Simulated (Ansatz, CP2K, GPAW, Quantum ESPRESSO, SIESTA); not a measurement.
**Ti: programs and potentials compared**

```
Ti
1.0
     2.95000    0.00000    0.00000
    -1.47500    2.55477    0.00000
     0.00000    0.00000    4.68000
Ti
2
Cartesian
  1.4750 0.8516 3.5100
  0.0000 1.7032 1.1700
```

Alike in all runs: task band structure; functional PBE; k mesh 10 × 10 × 6; occupations fermi-dirac, width 0.05 eV; no spin polarisation; no spin-orbit coupling. Pressure is positive in compression and, in plane waves, holds the error of the finite cutoff, which Ansatz's Pulay term estimates and takes out.

| program and potentials | plane-wave cutoff (eV) | notes | pressure (GPa) |
| --- | --- | --- | --- |
| Ansatz, SPMS NC | 707 | Pulay term of +0.36 GPa included | -1.35 |
| SIESTA, files PseudoDojo sr-pbe-0.4.1-standard, TZP (energy shift 0.003 Ry; two zetas on semicore shells) | - | atomic basis | -1.32 |
| Ansatz, PseudoDojo standard (PBE files) | 1143 | - | -1.40 |
| SIESTA, files PseudoDojo sr-pbe-0.4.1-standard, DZP (energy shift 0.003 Ry; two zetas on semicore shells) | - | atomic basis | -1.29 |
| Ansatz, Ansatz PAW (files of its older set among them) | 740 | - | -1.47 |
| Ansatz, Ansatz NC | 1155 | - | -1.43 |
| Quantum ESPRESSO, PseudoDojo 0.4.1 SR PBE standard | 1143 | - | -1.35 |
| CP2K, POTENTIAL_UZH Ti GTH-PBE-q12; TZVP-MOLOPT-PBE-GTH basis | - | atomic basis | -1.35 |
| Ansatz, all-electron LAPW, scalar-relativistic | - | - | -1.47 |
| GPAW, GPAW PAW data sets (gpaw-data 1.2.1) | 600 | - | -2.02 |
| Ansatz, JTH PAW | 1230 | Pulay term of +0.04 GPa included | -1.27 |

The pressure spans -2.02 (GPAW, GPAW PAW data sets (gpaw-data 1.2.1)) to -1.27 GPa (Ansatz, JTH PAW), with all-electron results at -1.47. Rows in atomic bases carry the error of their basis and grid, which can be large.

Differences between rows come from potentials, basis sets and numerical settings, since the functional is the same but for its coding. Runs on potential files found faulty are left out.
